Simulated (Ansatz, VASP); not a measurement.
## SiC: VASP beside Ansatz

The input INCAR:

```
SYSTEM = SiC
PREC     = Accurate       ! precision mode
ENCUT    = 520            ! plane-wave cutoff, eV
EDIFF    = 1E-8           ! SCF threshold, eV
ISMEAR   = -1             ! smearing method
SIGMA    = 0.08           ! smearing width, eV
LREAL    = .FALSE.        ! projectors in reciprocal space
LASPH    = .TRUE.         ! aspherical terms in the spheres
NELM     = 60             ! most SCF steps
ALGO     = Normal         ! electronic algorithm
ISIF     = 2              ! what is computed and relaxed
LWAVE    = .FALSE.        ! write WAVECAR
LCHARG   = .FALSE.        ! write CHGCAR
GGA      = PS             ! functional
LEFG     = .TRUE.       
NBANDS   = 16             ! bands
```

Contents of KPOINTS:

```
regular mesh
0
G
  15 15 8
  0 0 0
```

The input POSCAR:

```
SiC
1.0
    3.0452382243      0.0000000000      0.0000000000
   -1.5226191122      2.6372536629      0.0000000000
    0.0000000000      0.0000000000      5.0480000000
Si C
2 2
Direct
    0.3333333333      0.6666666667      0.0000000000
    0.6666666667      0.3333333333      0.5000000000
    0.3333333333      0.6666666667      0.3850000000
    0.6666666667      0.3333333333      0.8850000000
```

Input for Ansatz:

```yaml
crystal:
  lattice:
    - [3.0452382243, 0.0, 0.0]
    - [-1.5226191122, 2.6372536629, 0.0]
    - [0.0, 0.0, 5.048]
  atoms:
    - { symbol: Si, position: [0.3333333333, 0.6666666667, 0.0] }
    - { symbol: Si, position: [0.6666666667, 0.3333333333, 0.5] }
    - { symbol: C, position: [0.3333333333, 0.6666666667, 0.385] }
    - { symbol: C, position: [0.6666666667, 0.3333333333, 0.885] }
kpoints:
  mp_grid: { grid: [15, 15, 8] }
scf:
  occupations: { method: fermi_dirac, width: 0.08 }
hamiltonian:
  xc: pbesol
  pseudopotentials: { kind: paw }
output:
  forces: true
  stress: true
  eigenvalues: true
  efg: { contact_densities: true }
```

Change from the starting cell: equal xx and yy strain of -1 %, PAW files.

Alike in both runs: task electric field gradients; functional PBEsol; k mesh 15 × 15 × 8; occupations fermi-dirac, width 0.08 eV; no spin polarisation.

|  | VASP | Ansatz |
| --- | --- | --- |
| version | VASP 6.6.1 | Ansatz 0.2.0 |
| potentials or method | VASP PAW PBE potentials, release 64 (Si, C) | PAW with Ansatz's default frozen-core files, scalar-relativistic |
| plane-wave cutoff (eV) | 520 | 420 |
| valence electrons in the cell | 16 | 16 |

```tsv
	VASP	Ansatz	Ansatz less VASP
pressure (GPa)	5.6	5.2	-0.37
largest component of the traceless stress (GPa)	7.50	7.41	-0.081
rms of the force components (eV/Å)	0.501	0.498	-0.0029
Vzz of the field gradient on the site that differs most (V/Å²)	20.8	20.1	-0.74
```

Atom by atom the forces differ by 0.003 eV/Å (rms over components). The functional is the same, so the differences come from potentials, cutoffs and numerics.

Caveats: the PAW data sets were made with another functional, which shifts forces and pressure a little (VASP); an odd mesh through Γ misses points on the zone boundary, where band edges often lie.
